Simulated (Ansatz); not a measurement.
CuO:

```
Cu O
1.0
     1.99097   -2.15355    0.00000
     1.99097    2.15355    0.00000
     0.00000    0.00000    5.15593
Cu O
2 2
Direct
  0.50000 0.00000 0.00000
  0.00000 0.50000 0.50000
  0.50000 0.50000 0.25000
  0.50000 0.50000 0.75000
```

Measurements of this composition are mostly on another form, of space group No. 15.

```yaml
Program: Ansatz 0.2.0
Task: single point
Functional: PBEsol
Potentials_or_basis: all-electron LAPW, scalar-relativistic
Cutoff: 439 eV (chosen from the basis error)
Basis_error_allowed: 0.001 eV/atom
k_mesh: 9 × 9 × 5
Occupations: fermi-dirac, width 0.05 eV
Spin: no spin polarisation
```

On this cell: pressure -6.0 GPa; largest force under 0.003 eV/Å; band gap on the k mesh none (metal or under the smearing width).

The same run follows on a disturbed copy (atoms moved at random, drawn with an rms of 0.05 Å):

```
CELL_PARAMETERS angstrom
1.99097 -2.15355 0.00000
1.99097 2.15355 0.00000
0.00000 0.00000 5.15593
ATOMIC_POSITIONS crystal
Cu 0.50139 0.99208 0.99690
Cu 0.99817 0.48870 0.49358
O 0.49427 0.50718 0.25213
O 0.50850 0.50044 0.74135
```

Question: What changes?

Answer: The energy (extrapolated to zero smearing) moves by +7.2 meV/atom; pressure -5.8 GPa; largest force 0.608 eV/Å; band gap on the k mesh none (metal or under the smearing width).

Forces on the atoms (eV/Å):
```
Cu   0.269  0.290 -0.089
Cu   0.204  0.089  0.246
O   -0.180 -0.302 -0.496
O   -0.293 -0.077  0.339
```

Stress tensor (GPa, compression positive):
```
-4.32 -0.79 -0.78
-0.79 -5.89  0.34
-0.78  0.34 -7.17
```

Caveats: the run has no spin polarisation, though such a crystal can be magnetic; semilocal functionals often make such compounds metallic where correlation or magnetic order opens a gap, which also shifts bond lengths.
